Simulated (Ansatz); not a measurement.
# Te2Pt (Moncheite) (P-3m1) in Ansatz: notebook

One crystal, Te2Pt (Moncheite), is run at these levels: r2SCAN; tasks: single point, equation of state.

Program: Ansatz 0.2.0. These are calculated values, not measurements. Logs are shortened: lines on timing, memory, paths and dates and some standing lists are left out, and cuts for length are marked.

**1. The structure**

It takes space group P-3m1 (No. 164, trigonal). The conventional cell has a = 4.010 Å, b = 4.010 Å, c = 5.201 Å, α = 90.00°, β = 90.00°, γ = 120.00°. Pt (site symmetry -3m) is surrounded by 6 Te at 2.66 Å. Around Te (site symmetry 3m) lie 3 Pt at 2.66 Å.

**2. Single point, r2SCAN, 22.69 Å³/atom (volume scaled by 0.94)**

Contents of input.yaml:

```yaml
crystal:
  lattice:
    - [3.9281402959, 0.0, 0.0]
    - [-1.964070148, 3.4018692859, 0.0]
    - [0.0, 0.0, 5.0948273514]
  atoms:
    - { symbol: Pt, position: [0.0, 0.0, 0.0] }
    - { symbol: Te, position: [0.6666666667, 0.3333333333, 0.75] }
    - { symbol: Te, position: [0.3333333333, 0.6666666667, 0.25] }
hamiltonian:
  xc: r2scan
  pseudopotentials: { kind: paw }
kpoints:
  mp_grid: { grid: [8, 8, 5] }
scf:
  occupations: { method: fermi_dirac, width: 0.05 }
output:
  forces: true
  stress: true
  eigenvalues: true
  write_density: true
  write_potential: true
  elf: true
  volumetric_format: npy
```

Potentials or basis: Ansatz PAW.

Started as:

```console
$ ansatz run input.yaml --threads 2 --pin off --max-ram 5632MiB --backend cpu --events-out ev --progress --plain --runs-dir out
```

The program printed:

```text
Warning: RAYON_NUM_THREADS=2 ignored (pool sized by the plan → 2); use --threads N
Engine: ansatz 0.2.0, x86_64-unknown-linux-gnu
Pseudopotentials: kind: paw
Pseudopotential: Pt, paw, valence charge 18, recommended cutoff 500 eV (meta_gga), Pt.paw.azcp
Pseudopotential: Te, paw, valence charge 16, recommended cutoff 500 eV (meta_gga), Te.paw.azcp
Functional definition: r2SCAN
  parameter k0 = 0.174
  parameter k1 = 0.065
  parameter a1 = 4.9479
  exchange = r2scan_x(k0 = k0, k1 = k1, a1 = a1)
  correlation = r2scan_c
Crystal: 3 atoms, lattice volume = 68.082 Å³
Basis set: ecut = 500 eV, 1729 PW (Γ), exchange–correlation on 120×120×160 points (64 copies of the dense FFT grid, shifted against one another)
Bands: 30, of which v1, the nominal top of the filled ones, is band 25 counted from 1 (24 counted from 0)
Symmetry: 12 space group operations
Space group: P-3m1 (ITA 164), of the structure as read, at distance tolerance 4.1e-5 Å
k-points: 40 of 320
Non-local potential: Pt, projectors of the file, l = 0: 3, l = 1: 2, l = 2: 2, l = 3: 1
Non-local potential: Te, projectors of the file, l = 0: 2, l = 1: 2, l = 2: 2, l = 3: 2
PAW form: soft (Blöchl's): semilocal exchange-correlation on the pseudo side does not see the compensation charge
PAW frozen core: Pt, regenerated for the run's functional (the file was generated under x = pbe(κ = 0.804, μ = 0.2195149727645171), c = pbe(β = 0.06672455060314922))
PAW frozen core: Te, regenerated for the run's functional (the file was generated under x = pbe(κ = 0.804, μ = 0.2195149727645171), c = pbe(β = 0.06672455060314922))
PAW one-centre angular grid: Pt, 590 points (default); XC on 160 Gauss nodes
PAW one-centre angular grid: Te, 590 points (default); XC on 160 Gauss nodes
Initial density: superposition of atomic densities (neutral atoms: chi_scale 0, normalization atom), corrected by the library's trained network
Initial wavefunctions: pseudopotential atomic-orbital guess
Functional: x = r2scan, c = r2scan; τ floored in thin density (d = 2e-4 eV/Å³)
SCF iter   1: F=—  HF=-26527.272088 eV  |F-HF|=—  |Δ(HF+E_count)|=         —  Δρ=6.13e-3  dr2=3.99e-2  dr2_τ=4.46e-2  ethr=1.77e-3  ⟨swp⟩=6.6  Hψ=5301  notcnv=0
preconditioner: auto → LDOS  [metal: Δε(μ)=0.032 eV  Ē_g=10.166 eV  σ=0.050 eV  W_gap=0.15  n_scr=22 (ndim 8)  ℏωp=21.1 eV  f_vac=0.011  D(μ)=1.82/eV (n_scr^D=8)  β→1.0]
SCF iter   2: F=—  HF=-26527.306280 eV  |F-HF|=—  |Δ(HF+E_count)|=   3.42e-2  Δρ=2.06e-3  dr2=2.54e-3  dr2_τ=1.87e-3  ethr=7.97e-5  ⟨swp⟩=2.2  Hψ=2155  notcnv=0  defer=6
SCF iter   3: F=—  HF=-26527.306570 eV  |F-HF|=—  |Δ(HF+E_count)|=   2.90e-4  Δρ=1.07e-3  dr2=1.17e-3  dr2_τ=3.67e-5  ethr=5.09e-6  ⟨swp⟩=2.0  Hψ=2154  notcnv=0  defer=6
SCF iter   4: F=—  HF=-26527.306309 eV  |F-HF|=—  |Δ(HF+E_count)|=   2.61e-4  Δρ=4.39e-4  dr2=1.40e-4  dr2_τ=1.00e-5  ethr=2.34e-6  ⟨swp⟩=2.0  Hψ=2034  notcnv=0  defer=6
SCF iter   5: F=—  HF=-26527.306291 eV  |F-HF|=—  |Δ(HF+E_count)|=   1.82e-5  Δρ=9.00e-5  dr2=8.09e-6  dr2_τ=3.97e-7  ethr=2.80e-7  ⟨swp⟩=2.0  Hψ=1495  notcnv=0  defer=6
SCF iter   6: F=—  HF=-26527.306297 eV  |F-HF|=—  |Δ(HF+E_count)|=   6.14e-6  Δρ=2.13e-5  dr2=3.41e-7  dr2_τ=7.02e-9  ethr=1.62e-8  ⟨swp⟩=2.3  Hψ=1682  notcnv=0  defer=6
SCF iter   7: F=-26527.306297 eV  HF=-26527.306297 eV  |F-HF|=1.22e-9  |Δ(HF+E_count)|=   9.31e-8  Δρ=3.72e-6  dr2=9.37e-9  dr2_τ=6.49e-10  ethr=2.00e-10  ⟨swp⟩=11.3  Hψ=8908  notcnv=0
SCF 1 converged in 7 iterations: F = -26527.306297 eV  dr2 = 9.37e-9
SCF converged after 7 iterations
Free energy (F): -26527.306297 eV
Harris-Foulkes:  -26527.306297 eV  (|F-HF|=1.22e-9)
Internal energy: -26527.292114 eV  (E = F + TS)
E sigma→0 (E₀):  -26527.299206 eV
Entropy (-TS):   -0.014183 eV (-4.728 meV/atom)
Fermi energy:    15.532602 eV
--- Per-component energies (eV) ---
  E_band       = -680.227590
  E_kinetic    = 1008.409629
  E_local      = -4362.854966  (includes V_loc(G=0)·N_el)
  E_nonlocal   = -419.623546
  E_hartree    = 2354.232648
  E_xc         = -485.159214
  E_vxc        = -567.980988  (∫ρ·V_xc dr)
  E_paw        = -18853.901153  (= ΣΔE_a)
  E_vpaw       = -1082.277078  (= ΣTr[D̂ρ^β])
  E_aug_tail   = 0.000080  (compensation charges beyond the density's cutoff)
  E_vtau       = 35.632866  (kinetic-family band-sum trace: ∫τ·v_τ [+ j·A + Jᵃ·Aᵃ] dr)
  E_ewald      = -5768.733811
  E_core_change = 0.338216  (= ΣΔE_core)
  E_smearing   = -0.014183  (= −TS)
  E_closure    = -0.000000  (closes the sum)
  Σ components = -26527.306297   (vs F -26527.306297, Δ=0.00e0)
--- Forces (eV/Å), atoms counted from 1 ---
  atom   1  Pt     0.00000000    -0.00000000     0.00000000
  atom   2  Te     0.00000000     0.00000000    -1.70076496
  atom   3  Te    -0.00000000    -0.00000000     1.70076496
  max |Σ_I F_I| component: 5.78e-19 eV/Å
--- Stress (GPa, compression-positive) ---
       17.644920       0.000000      -0.000000
        0.000000      17.644920      -0.000000
       -0.000000      -0.000000      14.182742
  P = ⅓ Tr σ = 16.4909 GPa (164.909 kbar)
--- Band table (eV; the first three rows and the last of 40) ---
  k-point 0: bands = ["-86.5154", "-40.2129", "-40.2129", "-40.0751", "-23.4146", "-23.4146", "-23.3935", "-23.3935", "-23.3914", "-23.3914", "-23.3854", "-23.3798", "-23.3707", "-23.3707", "-0.1864", "4.0812", "7.5079", "8.3716", "8.3716", "10.6374", "10.6374", "12.1379", "14.6417", "14.6417", "16.6161", "16.6161", "16.8671", "18.2987", "20.7495", "21.5042"]
  k-point 1: bands = ["-86.5154", "-40.2129", "-40.2129", "-40.0751", "-23.4124", "-23.4124", "-23.3950", "-23.3950", "-23.3915", "-23.3915", "-23.3848", "-23.3802", "-23.3714", "-23.3714", "0.0054", "3.3378", "8.3928", "8.4017", "8.4017", "10.6228", "10.6228", "12.2437", "14.3707", "14.3707", "16.0370", "17.0499", "17.0499", "18.5466", "21.2437", "21.2437"]
  k-point 2: bands = ["-86.5154", "-40.2129", "-40.2129", "-40.0751", "-23.4076", "-23.4076", "-23.3967", "-23.3967", "-23.3939", "-23.3939", "-23.3835", "-23.3814", "-23.3722", "-23.3722", "0.4704", "2.2720", "8.4517", "8.4517", "9.6434", "10.6011", "10.6011", "12.6561", "14.0269", "14.0269", "14.4932", "17.7872", "17.7872", "19.3884", "20.6623", "20.6623"]
  k-point 39: bands = ["-86.5153", "-40.2176", "-40.2162", "-40.0746", "-23.4073", "-23.4047", "-23.4011", "-23.3949", "-23.3896", "-23.3885", "-23.3871", "-23.3758", "-23.3716", "-23.3712", "2.5380", "2.7111", "7.6702", "8.3010", "8.8028", "10.1084", "10.6067", "10.9248", "11.0947", "12.0430", "12.4235", "17.3610", "18.0394", "21.0709", "22.0624", "23.0125"]
```

It took 8.9 s on 2 threads of Intel Xeon at 2.70GHz, shared host; peak memory 0.58 GiB.

What came out:

```
Free energy            : -26527.3063 eV
Pressure               : 16.5 GPa
Largest force          : 1.701 eV/Å
Band gap on the k mesh : none (metal or under the smearing width)
```

Caveat: the PAW data sets come from PBE, with cores solved anew for the run's functional, which leaves a small shift of forces and pressure; forces of over 1 eV/Å show positions far from the minimum, so gaps and moduli don't describe the material at rest.

**3. Single point, r2SCAN, 23.18 Å³/atom (volume scaled by 0.96)**

input.yaml, as its differences from that of step 2:

```diff
@@ -2,5 +2,5 @@
   lattice:
-    - [3.9281402959, 0.0, 0.0]
-    - [-1.964070148, 3.4018692859, 0.0]
-    - [0.0, 0.0, 5.0948273514]
+    - [3.9558041672, 0.0, 0.0]
+    - [-1.9779020836, 3.4258269012, 0.0]
+    - [0.0, 0.0, 5.1307075994]
   atoms:
```

Potentials or basis: Ansatz PAW.

Started as:

```console
$ ansatz run input.yaml --threads 2 --pin off --max-ram 5632MiB --backend cpu --events-out ev --progress --plain --runs-dir out
```

Wall time 6.4 s (2 threads of Intel Xeon at 2.70GHz, shared host); peak memory 0.58 GiB.

Results (log left out):

| Quantity | Value |
| --- | --- |
| Free energy | -26527.4392 eV |
| Pressure | 13.0 GPa |
| Largest force | 1.390 eV/Å |
| Band gap on the k mesh | none (metal or under the smearing width) |

Caveat: the PAW data sets come from PBE, with cores solved anew for the run's functional, which leaves a small shift of forces and pressure; forces of over 1 eV/Å show positions far from the minimum, so gaps and moduli don't describe the material at rest.

**4. Single point, r2SCAN, 23.66 Å³/atom (volume scaled by 0.98)**

input.yaml, as its differences from that of step 3:

```diff
@@ -2,5 +2,5 @@
   lattice:
-    - [3.9558041672, 0.0, 0.0]
-    - [-1.9779020836, 3.4258269012, 0.0]
-    - [0.0, 0.0, 5.1307075994]
+    - [3.9830864374, 0.0, 0.0]
+    - [-1.9915432187, 3.4494540403, 0.0]
+    - [0.0, 0.0, 5.166092908]
   atoms:
@@ -20,5 +20 @@
   eigenvalues: true
-  write_density: true
-  write_potential: true
-  elf: true
-  volumetric_format: npy
```

Started as:

```console
$ ansatz run input.yaml --threads 2 --pin off --max-ram 5632MiB --backend cpu --events-out ev --progress --plain --runs-dir out
```

Wall time 7.3 s (2 threads of Intel Xeon at 2.70GHz, shared host); peak memory 0.58 GiB.

Results (log left out):

```
Free energy            : -26527.5419 eV
Pressure               : 9.8 GPa
Largest force          : 1.106 eV/Å
Band gap on the k mesh : none (metal or under the smearing width)
```

Caveat: the PAW data sets come from PBE, with cores solved anew for the run's functional, which leaves a small shift of forces and pressure; forces of over 1 eV/Å show positions far from the minimum, so gaps and moduli don't describe the material at rest.

**5. Single point, r2SCAN, 24.14 Å³/atom**

input.yaml, as its differences from that of step 4:

```diff
@@ -2,5 +2,5 @@
   lattice:
-    - [3.9830864374, 0.0, 0.0]
-    - [-1.9915432187, 3.4494540403, 0.0]
-    - [0.0, 0.0, 5.166092908]
+    - [4.01, 0.0, 0.0]
+    - [-2.005, 3.4727618692, 0.0]
+    - [0.0, 0.0, 5.201]
   atoms:
```

Started as:

```console
$ ansatz run input.yaml --threads 2 --pin off --max-ram 5632MiB --backend cpu --events-out ev --progress --plain --runs-dir out
```

Wall time 6.6 s (2 threads of Intel Xeon at 2.70GHz, shared host); peak memory 0.58 GiB.

Results (log left out):

| Item | Value |
| --- | --- |
| Free energy | -26527.6177 eV |
| Pressure | 7.0 GPa |
| Largest force | 0.845 eV/Å |
| Band gap on the k mesh | none (metal or under the smearing width) |

Caveat: the PAW data sets come from PBE, with cores solved anew for the run's functional, which leaves a small shift of forces and pressure.

**6. Single point, r2SCAN, 24.63 Å³/atom (volume scaled by 1.02)**

input.yaml, as its differences from that of step 5:

```diff
@@ -2,5 +2,5 @@
   lattice:
-    - [4.01, 0.0, 0.0]
-    - [-2.005, 3.4727618692, 0.0]
-    - [0.0, 0.0, 5.201]
+    - [4.0365570653, 0.0, 0.0]
+    - [-2.0182785327, 3.4957609624, 0.0]
+    - [0.0, 0.0, 5.2354447124]
   atoms:
@@ -20 +20,5 @@
   eigenvalues: true
+  write_density: true
+  write_potential: true
+  elf: true
+  volumetric_format: npy
```

Potentials or basis: Ansatz PAW.

Started as:

```console
$ ansatz run input.yaml --threads 2 --pin off --max-ram 5632MiB --backend cpu --events-out ev --progress --plain --runs-dir out
```

Wall time 8.6 s (2 threads of Intel Xeon at 2.70GHz, shared host); peak memory 0.59 GiB.

Results (log left out):

| Quantity | Value |
| --- | --- |
| Free energy | -26527.6695 eV |
| Pressure | 4.5 GPa |
| Largest force | 0.606 eV/Å |
| Band gap on the k mesh | none (metal or under the smearing width) |

Caveat: the PAW data sets come from PBE, with cores solved anew for the run's functional, which leaves a small shift of forces and pressure.

**7. Single point, r2SCAN, 25.11 Å³/atom (volume scaled by 1.04)**

input.yaml, as its differences from that of step 6:

```diff
@@ -2,5 +2,5 @@
   lattice:
-    - [4.0365570653, 0.0, 0.0]
-    - [-2.0182785327, 3.4957609624, 0.0]
-    - [0.0, 0.0, 5.2354447124]
+    - [4.0627692093, 0.0, 0.0]
+    - [-2.0313846047, 3.518461345, 0.0]
+    - [0.0, 0.0, 5.2694420593]
   atoms:
```

Started as:

```console
$ ansatz run input.yaml --threads 2 --pin off --max-ram 5632MiB --backend cpu --events-out ev --progress --plain --runs-dir out
```

Wall time 9.6 s (2 threads of Intel Xeon at 2.70GHz, shared host); peak memory 0.58 GiB.

The run converged. Its results:

```yaml
Free_energy: -26527.6997 eV
Pressure: 2.2 GPa
Largest_force: 0.387 eV/Å
Band_gap_on_the_k_mesh: none (metal or under the smearing width)
```

Caveat: the PAW data sets come from PBE, with cores solved anew for the run's functional, which leaves a small shift of forces and pressure.

**8. Single point, r2SCAN, 25.59 Å³/atom (volume scaled by 1.06)**

input.yaml, as its differences from that of step 7:

```diff
@@ -2,5 +2,5 @@
   lattice:
-    - [4.0627692093, 0.0, 0.0]
-    - [-2.0313846047, 3.518461345, 0.0]
-    - [0.0, 0.0, 5.2694420593]
+    - [4.0886474179, 0.0, 0.0]
+    - [-2.044323709, 3.5408725311, 0.0]
+    - [0.0, 0.0, 5.3030062894]
   atoms:
```

Started as:

```console
$ ansatz run input.yaml --threads 2 --pin off --max-ram 5632MiB --backend cpu --events-out ev --progress --plain --runs-dir out
```

Run time: 8.8 s. Hardware: 2 threads of Intel Xeon at 2.70GHz, shared host; peak memory 0.59 GiB.

Results (log left out):

| Item | Value |
| --- | --- |
| Free energy | -26527.7106 eV |
| Pressure | 0.2 GPa |
| Largest force | 0.186 eV/Å |
| Band gap on the k mesh | none (metal or under the smearing width) |

Caveat: the PAW data sets come from PBE, with cores solved anew for the run's functional, which leaves a small shift of forces and pressure.

**9. Equation of state, r2SCAN**

Potentials or basis: Ansatz PAW.

This step only gathers the single runs of the series.

What came out:

```yaml
Equilibrium_volume: "25.65 Å³/atom (rough: see the caveat)"
Bulk_modulus_at_fixed_shape_and_positions: 100 GPa (rough)
```

Energy against volume, from the lowest point:
```tsv
volume (Å³/atom)	energy (meV/atom)
22.694	134.77
23.177	90.48
23.660	56.23
24.143	30.96
24.626	13.71
25.108	3.65
25.591	0.00
```

Caveat: the minimum lies outside the volumes run; the cell was scaled at fixed shape and fractional positions, which overstates the stiffness of a crystal with free parameters, most of all of layers and chains; the PAW data sets were made with another functional, which shifts forces and pressure a little. The run has no spin-orbit coupling, so splittings on Pt, Te are missing.
